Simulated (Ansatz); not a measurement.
Born–Oppenheimer molecular dynamics of a periodic cell of 16 atoms, C (start crystal C, start structure diamond, volume 1.1 times the crystal's). It goes on from the last frame of an earlier run, with new velocities.

Theory: DFT PBE, scalar-relativistic, plane waves, PAW in Ansatz 0.2.0. Settings: cutoff 420 eV, k mesh 3x3x3, fermi-dirac smearing 0.24 eV, no spin polarisation.

| Item | Value |
| --- | --- |
| ensemble | NVT, Langevin thermostat |
| time step | 1 fs |
| steps asked | 120 |
| set temperature | 2240 K |
| friction | 0.02 /fs |
| temperature schedule | 90 steps to 300 K, then 30 steps to 300 K |
| seed | 189912 |

First frame:

```xyz
16
Lattice="0.0000 3.6852 3.6852 3.6852 0.0000 3.6852 3.6852 3.6852 0.0000" Properties=species:S:1:pos:R:3
C 0.117 -0.147 -0.164
C 0.839 0.758 0.863
C 1.665 1.710 -0.145
C 2.802 2.636 0.952
C 1.596 -0.112 1.785
C 2.724 0.809 2.689
C 3.632 1.641 1.733
C 4.437 2.818 2.603
C -0.167 1.770 1.715
C 0.801 2.633 2.648
C 1.825 3.424 1.790
C 2.621 4.538 2.629
C 1.752 1.695 3.584
C 2.541 2.590 4.463
C 3.495 3.749 3.612
C 4.509 4.595 4.513
```

Problem. What does the run give?

Solution. The run went to its last step.

| Item | Value |
| --- | --- |
| steps done | 120 |
| time covered | 120 fs |
| mean temperature over the second half | 1644 K |
| spread of the potential energy over the second half | 40.8 meV per atom |
| mean potential energy of the second half above the start | -97.3 meV per atom |

The schedule's set-point averaged 464 K over the second half and the system 1644 K, so it lags behind the ramp. A run of 0.12 ps of so small a system gives no equilibrium averages.

Problem. What happens to the structure?

Solution. Mean squared displacements from the first frame to the last, about the centre of mass: C 0.02 Å². The details hang on the random start.

Problem. How do temperature and energy run in time?

Solution. 
```json
{"time (fs)": "0.0", "T (K)": "2100", "potential energy less start (eV)": "0.000"}
{"time (fs)": "4.0", "T (K)": "2685", "potential energy less start (eV)": "-0.641"}
{"time (fs)": "8.0", "T (K)": "3240", "potential energy less start (eV)": "-0.501"}
{"time (fs)": "12.0", "T (K)": "2091", "potential energy less start (eV)": "1.739"}
{"time (fs)": "16.0", "T (K)": "1556", "potential energy less start (eV)": "1.994"}
{"time (fs)": "20.0", "T (K)": "1835", "potential energy less start (eV)": "1.002"}
{"time (fs)": "24.0", "T (K)": "2352", "potential energy less start (eV)": "-0.237"}
{"time (fs)": "28.0", "T (K)": "2954", "potential energy less start (eV)": "-1.254"}
{"time (fs)": "32.0", "T (K)": "2337", "potential energy less start (eV)": "-0.443"}
{"time (fs)": "36.0", "T (K)": "1717", "potential energy less start (eV)": "0.600"}
{"time (fs)": "40.0", "T (K)": "2444", "potential energy less start (eV)": "-0.472"}
{"time (fs)": "44.0", "T (K)": "2537", "potential energy less start (eV)": "-1.183"}
{"time (fs)": "48.0", "T (K)": "2055", "potential energy less start (eV)": "0.138"}
{"time (fs)": "52.0", "T (K)": "1382", "potential energy less start (eV)": "1.185"}
{"time (fs)": "56.0", "T (K)": "1927", "potential energy less start (eV)": "0.202"}
{"time (fs)": "60.0", "T (K)": "2496", "potential energy less start (eV)": "-1.386"}
{"time (fs)": "64.0", "T (K)": "2309", "potential energy less start (eV)": "-0.943"}
{"time (fs)": "68.0", "T (K)": "2271", "potential energy less start (eV)": "-0.752"}
{"time (fs)": "72.0", "T (K)": "2148", "potential energy less start (eV)": "-1.181"}
{"time (fs)": "76.0", "T (K)": "2183", "potential energy less start (eV)": "-1.416"}
{"time (fs)": "80.0", "T (K)": "1487", "potential energy less start (eV)": "-0.731"}
{"time (fs)": "84.0", "T (K)": "1339", "potential energy less start (eV)": "-0.537"}
{"time (fs)": "88.0", "T (K)": "1397", "potential energy less start (eV)": "-0.990"}
{"time (fs)": "92.0", "T (K)": "1709", "potential energy less start (eV)": "-1.804"}
{"time (fs)": "96.0", "T (K)": "1807", "potential energy less start (eV)": "-2.348"}
{"time (fs)": "100.0", "T (K)": "1624", "potential energy less start (eV)": "-2.251"}
{"time (fs)": "104.0", "T (K)": "1363", "potential energy less start (eV)": "-2.051"}
{"time (fs)": "108.0", "T (K)": "1148", "potential energy less start (eV)": "-1.899"}
{"time (fs)": "112.0", "T (K)": "934", "potential energy less start (eV)": "-1.801"}
{"time (fs)": "116.0", "T (K)": "1113", "potential energy less start (eV)": "-2.383"}
{"time (fs)": "120.0", "T (K)": "1169", "potential energy less start (eV)": "-2.789"}
```

The run took 9.9 min on 1 thread of Arm Neoverse V2, on a shared host, peak memory 0.35 GiB.
